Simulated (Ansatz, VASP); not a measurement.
# One calculation of MgO, two programs

```
Mg O
1.0
     2.51264    0.00000    0.00000
     0.00000    2.62335    0.00000
     0.00000    0.00000    2.62335
Mg O
1 1
Direct
  0.00000 0.00000 0.00000
  0.50000 0.50000 0.50000
```

Change from the starting cell: uniaxial_x strain -4.2%.

Alike in both runs: task single point; functional PBE; k mesh 10 × 10 × 10; occupations fermi-dirac, width 0.02 eV; no spin polarisation.

```csv
,VASP,Ansatz
version,VASP 6.6.1,Ansatz 0.2.0
potentials or method,"VASP PAW PBE potentials, release 64 (Mg, O)","plane waves, PAW"
plane-wave cutoff (eV),520,420
valence electrons in the cell,8,16
```

|  | VASP | Ansatz | Ansatz less VASP |
| --- | --- | --- | --- |
| gap on the k mesh at the Fermi level (eV) | 2.64 | 2.66 | +0.018 |
| pressure (GPa) | 13.5 | 14.2 | +0.75 |
| largest component of the traceless stress (GPa) | 20.90 | 20.77 | -0.132 |

The two sets of potentials don't hold the same shells in valence.

A k mesh can miss the band edges.
